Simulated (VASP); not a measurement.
Runs of VASP 6.6.1 on Os. The structure is cubic, space group Im-3m (No. 229). The conventional cell has a = 3.037 Å, b = 3.037 Å, c = 3.037 Å, α = 90.00°, β = 90.00°, γ = 90.00°. Os (site symmetry m-3m) has 8 Os at 2.63 Å as nearest neighbours. This isn't the form of Os at room conditions, which is hcp.

```tsv
task	level	potentials or basis	cell	k mesh	cutoff (eV)	mesh quality	gap on the mesh (eV)	pressure (GPa)	relaxed volume (Å³/atom)
relaxation of cell and atoms	PBEsol	VASP PAW PBE potentials, release 64 (Os)	relaxed	20 × 20 × 20	580	not flagged	none	0.0	14.38
relaxation of cell and atoms	PBEsol	VASP PAW PBE potentials, release 64 (Os)	relaxed	8 × 8 × 8	600	coarse	none	0.0	14.37
relaxation of cell and atoms	PBEsol	VASP PAW PBE potentials, release 64 (Os)	relaxed	20 × 20 × 20	300	not flagged	none	0.0	14.33
relaxation of cell and atoms	LDA	VASP PAW LDA potentials, release 64 (Os)	relaxed	20 × 20 × 20	600	not flagged	none	0.0	(a)
relaxation of cell and atoms	RPBE	VASP PAW PBE potentials, release 64 (Os)	relaxed	20 × 20 × 20	600	not flagged	none	0.0	14.93
single point	PBEsol	VASP PAW PBE potentials, release 64 (Os)	as given	20 × 20 × 20	520	not flagged	none	(b)	-
relaxation of cell and atoms	PBEsol	VASP PAW PBE potentials, release 64 (Os)	relaxed	20 × 20 × 20	600	not flagged	none	0.0	14.38
```

Alike in all rows: no spin polarisation; smearing gaussian 0.1 eV.

Q: Fill in the values left out.

A: (a) 14.19; (b) 11.2.

Caveats: some runs use coarse meshes; the PAW data sets were made with another functional, which shifts forces and pressure a little (some runs).

A k mesh can miss the band edges, and the runs leave out spin-orbit coupling on Os.

A gap of «none» marks a metal or a gap under the smearing width.

Runs at the PBE level aren't shown here.
